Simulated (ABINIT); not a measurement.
Runs of ABINIT 10.8.3 (patched build) on Si2Ni. It takes space group Fm-3m (No. 225, cubic). Conventional cell: a = 5.406 Å, b = 5.406 Å, c = 5.406 Å, α = 90.00°, β = 90.00°, γ = 90.00°. Ni (site symmetry m-3m) has 8 Si at 2.34 Å as nearest neighbours. Around Si (site symmetry -43m) lie 4 Ni at 2.34 Å. 

| task | level | potentials or basis | cell | k mesh | cutoff (eV) | cell freedom (optcell) | optimiser (ionmov) | cutoff smearing ecutsm (Ha) | force stop (Ha/bohr) | stop of the response cycle (tolvrs) | gap on the mesh (eV) | pressure (GPa) | moment (μB) |
| --- | --- | --- | --- | --- | --- | --- | --- | --- | --- | --- | --- | --- | --- |
| single point | PBEsol | PseudoDojo NC SR PBEsol v0.4.1 standard | as given | 7 × 7 × 7 | 1225 | - | - | - | - | - | none | -2.1 | 0.00 |
| relaxation of cell and atoms | LDA | PseudoDojo NC SR LDA v0.4.1 standard | relaxed | 7 × 7 × 7 | 1333 | 2 | 2 | 0.5 | 2e-05 | - | none | 0.0 | 0.00 |
| phonons | PBEsol | PseudoDojo NC SR PBEsol v0.4.1 standard | as given | 4 × 4 × 4, with 4 shifts | 1225 | - | - | - | - | 1e-10 | - | (a) | 0.00 |
| single point | LDA | PseudoDojo NC SR LDA v0.4.1 standard | cell relaxed | 7 × 7 × 7 | 1333 | - | - | - | - | - | none | 0.0 | 0.00 |

Alike in all rows: spin collinear, ferromagnetic start; smearing fermi-dirac 0.05 eV.

Q: Fill in the values left out.

A: (a) -2.0.

Caveats: small starting moments can end in a higher magnetic state in this program; the mesh is coarse for a metal's response (some runs); this build's spin-polarised response under this functional may be imprecise (some runs).

A gap of «none» marks a metal or a gap under the smearing width.
